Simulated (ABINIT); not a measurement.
Here is an ABINIT 10.8.3 (patched build) calculation.

The input run.abi:

```
# Pseudopotentials
pp_dirpath "./"
pseudos "Si.GGA_PBE-JTH.xml, C.GGA_PBE-JTH.xml"

# Structure
acell 5.8127975593 5.8127975593 9.5393374771
rprim
     1.0000000000     0.0000000000     0.0000000000
    -0.5000000000     0.8660254038     0.0000000000
     0.0000000000     0.0000000000     1.0000000000
ntypat 2
znucl 14 6
natom 4
typat 1 1 2 2
xred
     0.6666666667     0.3333333333     0.5000000000
     0.3333333333     0.6666666667     0.0000000000
     0.6666666667     0.3333333333     0.8850000000
     0.3333333333     0.6666666667     0.3850000000
chkprim 0
chksymtnons 0
tolsym 1.0e-6

# Plane-wave basis
ecut 19.0
pawecutdg 38.0
pawxcdev 0
pawovlp -1

# k points
kptopt 1
ngkpt 10 10 5
nshiftk 1
shiftk 0.0 0.0 0.0

# Exchange and correlation
ixc -106131
vdw_xc 7

# Bands and occupations
nband 12
occopt 3
tsmear 0.00183747

# SCF cycle
nstep 100
tolvrs 1.0e-9

# Output
iomode 3
prtwf 0
prtden 0
prteig 0
prtebands 0
enunit 2

# Relaxation
ionmov 2
ntime 60
tolmxf 0.0005
optcell 1
dilatmx 1.08
ecutsm 0.5
```

Potentials or basis: JTH PAW PBE v2.0.

The run is started by

```sh
$ abinit run.abi > log 2>&1
```

**Question.** What does it give for the relaxed volume?

**Answer.** 10.25 Å³/atom.

**Question.** Estimate the space group after relaxing (to 0.05 Å).

**Answer.** P6_3mc (No. 186).

Forces in eV/Å, atoms in the order of the input:
```
Si   0.000  0.000  0.004
Si   0.000  0.000  0.004
C    0.000  0.000 -0.004
C    0.000  0.000 -0.004
```

Caveat: the PAW data sets were made with another functional, which shifts forces and pressure a little.
